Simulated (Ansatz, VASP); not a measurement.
**Two plane-wave programs on CsPbCl3**

Contents of INCAR:

```
ALGO = Normal ; EDIFF = 1E-7
ENCUT = 520 ; GGA = PE
ISIF = 2 ; ISMEAR = -1
LASPH = True ; LCHARG = False
LREAL = False ; LWAVE = False
NBANDS = 30 ; NELM = 100
PREC = Accurate ; SIGMA = 0.05
```

KPOINTS

```
k-points
0
Gamma
  5 5 5
```

The input POSCAR:

```
CsPbCl3
1.0
    5.6050000000      0.0000000000      0.0000000000
    0.0000000000      5.6050000000      0.0000000000
    0.0000000000      0.0000000000      5.6050000000
Pb Cs Cl
1 1 3
Direct
    0.5000000000      0.5000000000      0.5000000000
    0.0000000000      0.0000000000      0.0000000000
    0.5000000000      0.0000000000      0.5000000000
    0.0000000000      0.5000000000      0.5000000000
    0.5000000000      0.5000000000      0.0000000000
```

input.yaml

```yaml
crystal:
  lattice:
    - [5.605, 0.0, 0.0]
    - [0.0, 5.605, 0.0]
    - [0.0, 0.0, 5.605]
  atoms:
    - { symbol: Pb, position: [0.5, 0.5, 0.5] }
    - { symbol: Cs, position: [0.0, 0.0, 0.0] }
    - { symbol: Cl, position: [0.5, 0.0, 0.5] }
    - { symbol: Cl, position: [0.0, 0.5, 0.5] }
    - { symbol: Cl, position: [0.5, 0.5, 0.0] }
hamiltonian:
  xc: pbe
  pseudopotentials: { kind: paw, source: ansatz }
kpoints:
  mp_grid: { grid: [5, 5, 5] }
scf:
  occupations: { method: fermi_dirac, width: 0.05 }
output:
  forces: true
  stress: true
  eigenvalues: true
```

Alike in both runs: task single point; functional PBE; k mesh 5 × 5 × 5; occupations fermi-dirac, width 0.05 eV; no spin polarisation.

|  | VASP | Ansatz |
| --- | --- | --- |
| version | VASP 6.6.1 | Ansatz 0.2.0 |
| potentials or method | VASP PAW PBE potentials, release 64 (Pb_d, Cs_sv, Cl) | Ansatz PAW earlier set |
| plane-wave cutoff (eV) | 520 | 660 |
| valence electrons in the cell | 44 | 52 |

|  | VASP | Ansatz | Ansatz less VASP |
| --- | --- | --- | --- |
| gap on the k mesh at the Fermi level (eV) | 2.96 | 2.96 | -0.003 |
| least direct gap on the mesh (eV) | 2.96 | 2.96 | -0.003 |
| pressure (GPa) | 1.7 | 1.7 | +0.06 |

The two sets of potentials don't hold the same shells in valence.

Caveats: spin-orbit coupling is left out, which as a rule narrows the gap of such compounds by several tenths of an eV; an odd mesh through Γ misses points on the zone boundary, where band edges often lie (VASP); odd divisions of the mesh miss points on the zone boundary, where band edges often lie, so the gap on the mesh can be too wide (Ansatz).
